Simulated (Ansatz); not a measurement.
# TiO2 (Anatase) (I4_1/amd) in Ansatz: further runs, part 2 of 2

Ansatz 0.2.0.

## 3. Relaxation of cell and atoms, PBE, target pressure 30 GPa, at which the enthalpy is minimised

Contents of input.yaml:

```yaml
crystal:
  lattice:
    - [-1.8921, 1.8921, 4.7573]
    - [1.8921, -1.8921, 4.7573]
    - [1.8921, 1.8921, -4.7573]
  atoms:
    - { symbol: Ti, position: [0.75, 0.25, 0.5] }
    - { symbol: Ti, position: [0.0, 0.0, 0.0] }
    - { symbol: O, position: [0.7919, 0.7919, 0.0] }
    - { symbol: O, position: [0.5419, 0.0419, 0.5] }
    - { symbol: O, position: [0.9581, 0.4581, 0.5] }
    - { symbol: O, position: [0.2081, 0.2081, 0.0] }
hamiltonian:
  xc: pbe
  pseudopotentials: { kind: paw }
kpoints:
  mp_grid: { grid: [10, 10, 10] }
scf:
  occupations: { method: fermi_dirac, width: 0.05 }
output:
  forces: true
  stress: true
  eigenvalues: true
relax:
  f_tol: 0.01
  max_steps: 40
  cell: { stress_tol: 0.05, p_target: 30.0 }
```

Potentials or basis: Ansatz PAW.

Started as:

```console
$ ansatz run input.yaml --threads 2 --pin off --max-ram 5632MiB --backend cpu --events-out ev --progress --plain --runs-dir out
```

Output:

```text
Warning: RAYON_NUM_THREADS=2 ignored (pool sized by the plan → 2); use --threads N
basis.fft_grid_basis auto: the FFT boxes are laid along the combinations [[1, 0, 1], [0, 1, 1], [0, 0, 1]] of the cell's own vectors, 3.784, 3.784 and 5.458 Å long. The dense box has 27×27×40 points. Along the cell's own vectors, as sized, it would have 40×40×40, 2.19 times as many. Of the 16 symmetry operations that the crystal satisfies within crystal.symmetry.tolerance (time reversal apart; of a slab, those that keep its plane) the dense box along the cell's own vectors carries 16, and the one as laid loses 14 of those. basis.fft_grid_basis: typed keeps the cell's own vectors: state it where this run's energies or levels are differenced outside the engine with another run's, or held beside a run that keeps those vectors.
Engine: ansatz 0.2.0, aarch64-unknown-linux-gnu
Pseudopotentials: kind: paw
Pseudopotential: Ti, paw, valence charge 12, recommended cutoff 420 eV (normal), Ti.paw.azcp
Pseudopotential: O, paw, valence charge 6, recommended cutoff 420 eV (normal), O.paw.azcp
Functional definition: PBE
  parameter kappa = 0.804
  parameter beta = 0.06672455060314922
  exchange = pbe_x(kappa = kappa, mu = beta*pi^2/3)
  correlation = pbe_c(beta = beta)
Crystal: 6 atoms, lattice volume = 68.125 Å³
Basis set: ecut = 420 eV, 1315 PW (Γ), FFT grids on a1+a3, a2+a3, a3, exchange–correlation on 54×54×80 points (8 copies of the dense FFT grid, shifted against one another)
Bands: 30, of which v1, the nominal top of the filled ones, is band 24 counted from 1 (23 counted from 0)
Symmetry: 16 space group operations
Space group: I41/amd (ITA 141), of the structure as read, at distance tolerance 4.1e-5 Å
k-points: 102 of 1000
Non-local potential: Ti, projectors of the file, l = 0: 3, l = 1: 2, l = 2: 3, l = 3: 1
Non-local potential: O, projectors of the file, l = 0: 2, l = 1: 2, l = 2: 1
PAW form: soft (Blöchl's): semilocal exchange-correlation on the pseudo side does not see the compensation charge
PAW one-centre angular grid: Ti, 590 points (default); XC on 64 Gauss nodes
PAW one-centre angular grid: O, 110 points (default); XC on 64 Gauss nodes
Initial density: superposition of atomic densities (neutral atoms: chi_scale 0, normalization atom), corrected by the library's trained network
Initial wavefunctions: pseudopotential atomic-orbital guess
[... 108 lines left out ...]
Fermi energy:    10.177168 eV
--- Per-component energies (eV) ---
  E_band       = -376.984162
  E_kinetic    = 1262.605538
  E_local      = -3289.464482  (includes V_loc(G=0)·N_el)
  E_nonlocal   = 197.728626
  E_hartree    = 1280.162780
  E_xc         = -496.243615
  E_vxc        = -628.833491  (∫ρ·V_xc dr)
  E_paw        = -2724.682581  (= ΣΔE_a)
  E_vpaw       = -479.356041  (= ΣTr[D̂ρ^β])
  E_aug_tail   = 0.010054  (compensation charges beyond the density's cutoff)
  E_ewald      = -3506.776621
  E_smearing   = -0.000000  (= −TS)
  E_closure    = -0.000000  (closes the sum)
  Σ components = -7276.660302   (vs F -7276.660302, Δ=0.00e0)
--- Forces (eV/Å), atoms counted from 1 ---
  atom   1  Ti     0.00000000    -0.00000000     0.00000000
  atom   2  Ti     0.00000000     0.00000000     0.00000000
  atom   3  O      0.00000000    -0.00000000    -0.00094062
  atom   4  O      0.00000000    -0.00000000    -0.00094062
  atom   5  O      0.00000000    -0.00000000     0.00094062
  atom   6  O     -0.00000000     0.00000000     0.00094062
  max |Σ_I F_I| component: 3.47e-18 eV/Å
--- Stress (GPa, compression-positive) ---
       30.003533       0.000000       0.000000
        0.000000      30.003533       0.000000
        0.000000       0.000000      30.005090
  P = ⅓ Tr σ = 30.0041 GPa (300.041 kbar)
--- Band table (eV; the first three rows and the last of 102) ---
  k-point 0: bands = ["-47.0230", "-46.8960", "-23.6611", "-23.3490", "-23.3490", "-23.2079", "-23.2079", "-23.0630", "-9.0080", "-8.0779", "-7.5450", "-7.4855", "5.1927", "5.4163", "5.4163", "5.4437", "6.6187", "6.6187", "6.8347", "8.3406", "8.3406", "8.4768", "8.5393", "8.5393", "11.0406", "12.2313", "12.6713", "12.6713", "13.0973", "13.0973"]
  k-point 1: bands = ["-47.0194", "-46.8987", "-23.6637", "-23.3794", "-23.3560", "-23.2234", "-23.2034", "-23.0530", "-8.8882", "-7.9938", "-7.4915", "-7.4335", "5.0862", "5.1325", "5.2684", "5.4325", "6.4184", "6.6597", "6.9237", "7.7581", "8.2258", "8.2538", "8.2862", "8.5823", "11.5619", "12.3282", "12.4222", "12.6395", "13.0786", "13.1832"]
  k-point 2: bands = ["-47.0091", "-46.9065", "-23.6702", "-23.4505", "-23.3734", "-23.2640", "-23.1884", "-23.0384", "-8.5587", "-7.7731", "-7.3469", "-7.2940", "4.5901", "4.7845", "4.8894", "5.4684", "5.9907", "6.3346", "6.6701", "6.9224", "7.4317", "8.0902", "8.4029", "8.4683", "12.3256", "12.4493", "12.5203", "12.7286", "13.2044", "13.5285"]
  k-point 101: bands = ["-46.9598", "-46.9598", "-23.3953", "-23.3953", "-23.3692", "-23.3692", "-23.1604", "-23.1604", "-8.2041", "-8.2041", "-7.8820", "-7.8820", "5.2777", "5.2777", "5.5580", "5.5580", "6.8281", "6.8281", "7.6586", "7.6586", "7.7016", "7.7016", "8.7146", "8.7146", "11.6071", "11.6071", "12.5908", "12.5908", "13.2549", "13.2549"]
--- Relaxed structure (7 steps of the walk, 7 accepted, 2 SCFs on fresh bases) ---
  F+E_penalty+E_count = -7276.66030225 eV   max|allowed force component| = 9.406e-4 eV/Å   (the final SCF, on the basis selected at the relaxed cell)
  cell:  # Å, volume = 60.3247 Å³
    - [-1.8688159746364128, 1.8688159746364128, 4.318191603860159]
    - [1.8688159746364128, -1.8688159746364128, 4.318191603860159]
    - [1.8688159746364128, 1.8688159746364128, -4.318191603860159]
  atoms:
    - { symbol: Ti, position: [0.7499999999999999, 0.25, 0.5] }
    - { symbol: Ti, position: [-2.4309636081766357e-19, -2.430963608176636e-19, 3.4618508471761566e-34] }
    - { symbol: O, position: [0.7770992899100315, 0.7770992899100315, -3.209484414559275e-33] }
    - { symbol: O, position: [0.5270992899100317, 0.027099289910031632, 0.5000000000000001] }
    - { symbol: O, position: [0.972900710089968, 0.4729007100899682, 0.5] }
    - { symbol: O, position: [0.22290071008996837, 0.22290071008996837, -1.7259264420155924e-33] }
```

Wall time 55 s (2 threads of Arm Neoverse V2, shared host); peak memory 0.35 GiB.

Results:

```
Free energy                                            : -7276.6603 eV
Relaxed volume                                         : 10.05 Å³/atom
Relaxed cell                                           : a = 5.063 Å, b = 5.063 Å, c = 5.063 Å, α = 136.68°, β = 136.68°, γ = 62.94°
Space group after relaxing (to 0.05 Å)                 : I4_1/amd (No. 141)
Energy change on relaxing (the enthalpy is what falls) : +135.1 meV/atom
Ionic steps                                            : 9
Pressure after relaxing                                : 30.0 GPa
Band gap on the k mesh                                 : 1.83 eV, indirect (least direct gap 2.47 eV)
```

The path:
| step | energy change (eV) | largest force (eV/Å) | volume (Å³) |
| --- | --- | --- | --- |
| 1 | 0.0000 | 0.1020 | 68.13 |
| 2 | 0.5113 | 0.2702 | 62.23 |
| 3 | 0.7082 | 0.1933 | 60.94 |
| 4 | 0.7793 | 0.0447 | 60.43 |
| 5 | 0.7650 | 0.0044 | 60.48 |
| 6 | 0.7649 | 0.0007 | 60.49 |
| 7 | 0.7807 | 0.0001 | 60.49 |
| 8 | 0.8097 | 0.0007 | 60.32 |
| 9 | 0.8105 | 0.0009 | 60.32 |

Final structure:
```cif
data_structure
_symmetry_space_group_name_H-M 'P 1'
_symmetry_Int_Tables_number 1
_cell_length_a 5.0628
_cell_length_b 5.0628
_cell_length_c 5.0628
_cell_angle_alpha 136.676
_cell_angle_beta 136.676
_cell_angle_gamma 62.937
_cell_volume 60.32
loop_
_atom_site_label
_atom_site_type_symbol
_atom_site_fract_x
_atom_site_fract_y
_atom_site_fract_z
_atom_site_occupancy
Ti1 Ti 0.75000 0.25000 0.50000 1
Ti2 Ti 0.00000 0.00000 0.00000 1
O1 O 0.77710 0.77710 0.00000 1
O2 O 0.52710 0.02710 0.50000 1
O3 O 0.97290 0.47290 0.50000 1
O4 O 0.22290 0.22290 0.00000 1
```

Levels at points of the mesh, in eV from the valence-band top:
| k point | band 20 | band 21 | band 22 | band 23 | band 24 | band 25 | band 26 | band 27 | band 28 | band 29 |
| --- | --- | --- | --- | --- | --- | --- | --- | --- | --- | --- |
| (0.00, 0.00, 0.00) | -0.87 | -0.87 | -0.73 | -0.67 | -0.67 | 1.83 | 3.02 | 3.46 | 3.46 | 3.89 |
| (0.00, 0.00, -0.50) | -3.06 | -2.65 | -2.65 | 0.00 | 0.00 | 3.90 | 3.90 | 4.30 | 4.30 | 5.20 |
| (0.00, -0.50, 0.00) | -2.43 | -2.39 | -1.28 | -1.08 | -0.73 | 3.13 | 3.39 | 3.89 | 4.19 | 4.47 |
| (-0.50, -0.50, -0.50) | -1.55 | -1.51 | -1.51 | -0.50 | -0.50 | 2.40 | 2.40 | 3.38 | 3.38 | 4.04 |

Caveat: the plane-wave basis is chosen anew once the cell has moved, so the energies of steps on either side of that aren't comparable; the pressure holds a Pulay correction of +0.8 GPa for the finite cutoff. A k mesh can miss the band edges.
